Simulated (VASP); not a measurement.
# KI (Fm-3m) in VASP: a series of runs, part 2 of 2

VASP 6.6.1. The steps go on from the part before.

## (4) Single point, PBE0

This run uses another cell than the first one, of 44.09 Å³/atom.

The input, POSCAR:

```
KI
1.0
    0.0000000000      3.5327750000      3.5327750000
    3.5327750000      0.0000000000      3.5327750000
    3.5327750000      3.5327750000      0.0000000000
I K
1 1
Direct
    0.5000000000      0.5000000000      0.5000000000
    0.0000000000      0.0000000000      0.0000000000
```

The input, INCAR.step1:

```
SYSTEM = KI
  ALGO = Normal
  EDIFF = 1E-5
  ENCUT = 520
  GGA = PE
  ISIF = 2
  ISMEAR = -1
  LASPH = .True.
  LCHARG = .False.
  LREAL = .False.
  LWAVE = .True.
  NBANDS = 15
  NELM = 60
  PREC = Accurate
  SIGMA = 0.05
```

The input, INCAR.step2:

```
SYSTEM = KI
  AEXX = 0.25
  ALGO = Normal
  EDIFF = 1E-7
  ENCUT = 520
  GGA = PE
  ISIF = 2
  ISMEAR = -1
  ISTART = 1
  LASPH = .True.
  LCHARG = .False.
  LHFCALC = .True.
  LREAL = .False.
  LWAVE = .False.
  NBANDS = 15
  NELM = 60
  PREC = Accurate
  PRECFOCK = Normal
  SIGMA = 0.05
```

The input, KPOINTS:

```
k-points
0
Gamma
  4 4 4
  0 0 0
```

Potentials or basis: VASP PAW PBE potentials, release 64 (I, K_sv).

Run with:

```sh
$ cat potpaw_PBE.64/I/POTCAR potpaw_PBE.64/K_sv/POTCAR > POTCAR
$ cp INCAR.step1 INCAR
$ mpirun -np 1 vasp_std > vasp.out
$ cp INCAR.step2 INCAR
$ mpirun -np 1 vasp_std > vasp.out
```

OUTCAR:

```text
SYSTEM = KI
   AEXX = 0.25
   EDIFF = 1E-7
   ENCUT = 520
   GGA = PE
   ISIF = 2
   ISMEAR = -1
   ISTART = 1
   LASPH = .True.
   LHFCALC = .True.
   LREAL = .False.
   NELM = 60
   PREC = Accurate
   PRECFOCK = Normal

 ion  position               nearest neighbor table
   1  0.500  0.500  0.500-   2 3.53   2 3.53   2 3.53   2 3.53   2 3.53   2 3.53
   2  0.000  0.000  0.000-   1 3.53   1 3.53   1 3.53   1 3.53   1 3.53   1 3.53

  LATTYP: Found a face centered cubic cell.
 ALAT       =     7.0655500000

  Lattice vectors:

 A1 = (   0.0000000000,   3.5327750000,   3.5327750000)
 A2 = (   3.5327750000,   0.0000000000,   3.5327750000)
 A3 = (   3.5327750000,   3.5327750000,   0.0000000000)

Analysis of symmetry for initial positions (statically):
=====================================================================
 Subroutine PRICEL returns:
 Original cell was already a primitive cell.

 Routine SETGRP: Setting up the symmetry group for a
 face centered cubic supercell.

 Subroutine GETGRP returns: Found 48 space group operations
 (whereof 48 operations were pure point group operations)
 out of a pool of 48 trial point group operations.

The static configuration has the point symmetry O_h .

Analysis of symmetry for dynamics (positions and initial velocities):
=====================================================================
 Subroutine PRICEL returns:
 Original cell was already a primitive cell.

 Routine SETGRP: Setting up the symmetry group for a
 face centered cubic supercell.

 Subroutine GETGRP returns: Found 48 space group operations
 (whereof 48 operations were pure point group operations)
 out of a pool of 48 trial point group operations.

The dynamic configuration has the point symmetry O_h .

 Subroutine INISYM returns: Found 48 space group operations
 (whereof 48 operations are pure point group operations),
 and found     1 'primitive' translations

----------------------------------------------------------------------------------------
[... 113 lines left out ...]
   LEPSILON=     F    determine dielectric tensor
   LRPA    =     F    only Hartree local field effects (RPA)
 non-spin polarized calculation
  energy-cutoff  :      520.00
  volume of cell :       88.18
 maximum number of plane-waves:      2421
 NGX is ok and might be reduce to    40
  NGX = 28; NGY = 28; NGZ = 28

 number of electron      15.9999999 magnetization

 Free energy of the ion-electron system (eV)
  ---------------------------------------------------
  ext. energy  EPLUGINS =         0.00000000
  ---------------------------------------------------
  free energy    TOTEN  =        -6.91596235 eV

  energy without entropy =       -6.91596235  energy(sigma->0) =       -6.91596235

 E-fermi :  -0.3653     XC(G=0):  -5.6720

 val. band max:       -1.5296819967   @ k =   0.0000   0.0000   0.0000
 cond. band min:       4.1330216600   @ k =   0.0000   0.0000   0.0000
 fundamental gap:      5.6627036567
 Fermi energy:        -0.3653040749

 k-point     1 :       0.0000    0.0000    0.0000
  band No.  band energies     occupation
      1     -32.3999      2.00000
      2     -14.5220      2.00000
      3     -14.5220      2.00000
      4     -14.5220      2.00000
      5     -12.9589      2.00000
      6      -1.5297      2.00000
      7      -1.5297      2.00000
      8      -1.5297      2.00000
      9       4.1330      0.00000
     10       6.8599      0.00000
     11       6.8599      0.00000
     12       6.8599      0.00000
     13       7.7083      0.00000
     14       7.7083      0.00000
[... 113 lines left out ...]
      2     -14.5776      2.00000
      3     -14.5557      2.00000
      4     -14.5557      2.00000
      5     -12.7239      2.00000
      6      -2.3257      2.00000
      7      -2.3257      2.00000
      8      -2.1707      2.00000
      9       6.7454      0.00000
     10       6.7454      0.00000
     11       6.9798      0.00000
     12       8.6606      0.00000
     13       9.3853      0.00000
     14      10.4717      0.00000
     15      10.8645      0.00000

------------------------ aborting loop because EDIFF is reached ----------------------------------------

  FORCE on cell =-STRESS in cart. coord.  units (eV):
  Direction    XX          YY          ZZ          XY          YZ          ZX
  --------------------------------------------------------------------------------------
  -------------------------------------------------------------------------------------
  Total        0.1985849      0.1985849      0.1985849     -0.0000000     -0.0000000      0.0000000
  in kB        3.6081032      3.6081032      3.6081032     -0.0000000     -0.0000000      0.0000000
  external PRESSURE =       3.6081032 kB  Pullay stress =       0.0000000 kB

 VOLUME and BASIS-vectors are now :
 -----------------------------------------------------------------------------
  energy-cutoff  :      520.00
  volume of cell :       88.18
      direct lattice vectors                 reciprocal lattice vectors
     0.000000000  3.532775000  3.532775000    -0.141531799  0.141531799  0.141531799
     3.532775000  0.000000000  3.532775000     0.141531799 -0.141531799  0.141531799
     3.532775000  3.532775000  0.000000000     0.141531799  0.141531799 -0.141531799

 POSITION                                       TOTAL-FORCE (eV/Angst)
 -----------------------------------------------------------------------------------
      3.53277      3.53277      3.53277        -0.000000      0.000000      0.000000
      0.00000      0.00000      0.00000         0.000000     -0.000000     -0.000000
 -----------------------------------------------------------------------------------
    total drift:                               -0.000000     -0.000000     -0.000000

  FREE ENERGIE OF THE ION-ELECTRON SYSTEM (eV)
  ---------------------------------------------------
  free  energy   TOTEN  =        -6.9159623506 eV

  energy  without entropy=       -6.9159623506  energy(sigma->0) =       -6.91596235
```

OUTCAR.step1:

```text
SYSTEM = KI
   EDIFF = 1E-5
   ENCUT = 520
   GGA = PE
   ISIF = 2
   ISMEAR = -1
   LASPH = .True.
[... 346 lines left out ...]
      3.53277      3.53277      3.53277        -0.000000     -0.000000     -0.000000
      0.00000      0.00000      0.00000         0.000000      0.000000      0.000000
 -----------------------------------------------------------------------------------
    total drift:                                0.000000     -0.000000     -0.000000

  FREE ENERGIE OF THE ION-ELECTRON SYSTEM (eV)
  ---------------------------------------------------
  free  energy   TOTEN  =        -5.5555072435 eV

  energy  without entropy=       -5.5555072435  energy(sigma->0) =       -5.55550724
```

OSZICAR.step1:

```text
N       E                     dE             d eps       ncg     rms          rms(c)
DAV:   1     0.916935120637E+02    0.91694E+02   -0.63839E+03   240   0.899E+02
DAV:   2     0.678249533330E-01   -0.91626E+02   -0.83455E+02   303   0.214E+02
DAV:   3    -0.539865234166E+01   -0.54665E+01   -0.54329E+01   324   0.458E+01
DAV:   4    -0.563444440023E+01   -0.23579E+00   -0.23576E+00   390   0.936E+00
DAV:   5    -0.563648459029E+01   -0.20402E-02   -0.20402E-02   324   0.966E-01    0.305E+00
DAV:   6    -0.555361200707E+01    0.82873E-01   -0.93543E-02   303   0.177E+00    0.218E+00
DAV:   7    -0.554934265038E+01    0.42694E-02   -0.11202E-01   310   0.169E+00    0.768E-01
DAV:   8    -0.555474253443E+01   -0.53999E-02   -0.14218E-02   289   0.703E-01    0.136E-01
DAV:   9    -0.555535453609E+01   -0.61200E-03   -0.81200E-04   317   0.174E-01    0.925E-02
DAV:  10    -0.555543714421E+01   -0.82608E-04   -0.72909E-05   305   0.418E-02    0.249E-02
DAV:  11    -0.555550738730E+01   -0.70243E-04   -0.78022E-05   254   0.502E-02    0.162E-02
DAV:  12    -0.555550724350E+01    0.14380E-06   -0.20900E-06   246   0.125E-02
   1 F= -.55555072E+01 E0= -.55555072E+01  d E =-.176057E-10
```

Wall time 16 min (1 thread of Intel Xeon Platinum 8375C at 2.90GHz (Ice Lake), shared host); peak memory 0.24 GiB.

What came out:

```yaml
Free_energy: -6.9160 eV
Pressure: 0.4 GPa
Band_gap_on_the_k_mesh: 5.66 eV
```

Levels at points of the mesh, in eV from the valence-band top:
```
           k point  band 5  band 6  band 7  band 8  band 9  band 10  band 11  band 12
(0.00, 0.00, 0.00)  -11.43    0.00    0.00    0.00    5.66     8.39     8.39     8.39
(0.50, 0.00, 0.00)  -11.11   -1.43   -0.36   -0.36    7.21     9.66     9.99     9.99
(0.50, 0.50, 0.00)  -11.26   -1.10   -0.41   -0.41    6.66     7.57    10.24    10.65
```

Caveat: the PAW data sets were made with another functional, which shifts forces and pressure a little; spin-orbit coupling is left out, which moves the levels of the heavy elements.

## (5) Single point, PBEsol

This run uses another cell than the first one, of 23.93 Å³/atom.

The input, INCAR:

```
SYSTEM = KI
PREC = Accurate
ENCUT = 520
EDIFF = 1E-6
ISMEAR = -1
SIGMA = 0.05
LREAL = .FALSE.
LASPH = .TRUE.
NELM = 100
ALGO = Normal
ISIF = 2
LWAVE = .FALSE.
LCHARG = .TRUE.
GGA = PS
LELF = .TRUE.
LVHAR = .TRUE.
NBANDS = 15
```

The input, KPOINTS:

```
Automatic mesh
0
G
  7 7 7
  0 0 0
```

The input, POSCAR:

```
KI
1.0
    0.0000000000      2.8816826103      2.8816826103
    2.8816826103      0.0000000000      2.8816826103
    2.8816826103      2.8816826103      0.0000000000
I K
1 1
Direct
    0.5000000000      0.5000000000      0.5000000000
    0.0000000000      0.0000000000      0.0000000000
```

Run with:

```sh
$ cat potpaw_PBE.64/I/POTCAR potpaw_PBE.64/K_sv/POTCAR > POTCAR
$ mpirun -np 1 vasp_std > vasp.out
```

It took 23 s on 1 thread of Intel Xeon 8259CL, shared host; peak memory 0.17 GiB.

The run converged. Its results:

- Free energy: -3.7426 eV
- Pressure: 30.5 GPa
- Band gap on the k mesh: 2.73 eV (least direct gap 3.46 eV)

Levels at points of the mesh, in eV from the valence-band top:
```
           k point  band 6  band 7  band 8  band 9  band 10  band 11
(0.00, 0.00, 0.00)    0.00    0.00    0.00    5.19     5.19     5.19
```

Caveat: the cell stands under pressure; the PAW data sets were made with another functional, which shifts forces and pressure a little; spin-orbit coupling is left out, which moves the levels of the heavy elements; an odd mesh through Γ misses points on the zone boundary, where band edges can lie.

## (6) Overview

| level | cell | k mesh | grid for exact exchange (PRECFOCK) | share of exact exchange | gap on the mesh (eV) | pressure (GPa) |
| --- | --- | --- | --- | --- | --- | --- |
| PBE0 | a = 4.929 Å, angles 60.0°, 2 atoms | 4 × 4 × 4 | Normal | 0.25 | 5.77 | 0.9 |
| PBE0 | a = 4.963 Å, angles 60.0°, 2 atoms | 4 × 4 × 4 | Normal | 0.25 | 5.71 | 0.6 |
| PBE0 | a = 4.996 Å, angles 60.0°, 2 atoms | 4 × 4 × 4 | Normal | 0.25 | 5.66 | 0.4 |
| PBEsol | a = 4.075 Å, angles 60.0°, 2 atoms | 7 × 7 × 7 | - | - | 2.73 | 30.5 |

Alike in all rows: task single point; potentials or basis VASP PAW PBE potentials, release 64 (I, K_sv); no spin polarisation; cutoff (eV) 520; smearing fermi-dirac 0.05 eV.

Caveats: the PAW data sets were made with another functional, which shifts forces and pressure a little; spin-orbit coupling is left out, which moves the levels of the heavy elements; the cell stands under pressure (at least some runs); an odd mesh through Γ misses points on the zone boundary, where band edges can lie (at least some runs).

Absolute energies hang on the potentials; compare differences alone.

## (7) Against experiment

Step 2. Measured gap of KI: 6.32 eV (a printed reference work, monograph). This calculation gives 5.77 eV (-0.55 eV). Spin-orbit coupling on I is left out. The value is that of PBE0, without temperature or zero-point motion.

Step 3. Against the measured gap of KI, 6.32 eV (a printed reference work, monograph), the calculated 5.71 eV is off by -0.61 eV. Spin-orbit coupling on I is left out. The value is that of PBE0, without temperature or zero-point motion.

Step 4. A measured gap of KI is 6.32 eV (a printed reference work, monograph); the calculated 5.66 eV misses it by -0.66 eV. Spin-orbit coupling on I is left out. The value is that of PBE0, without temperature or zero-point motion.
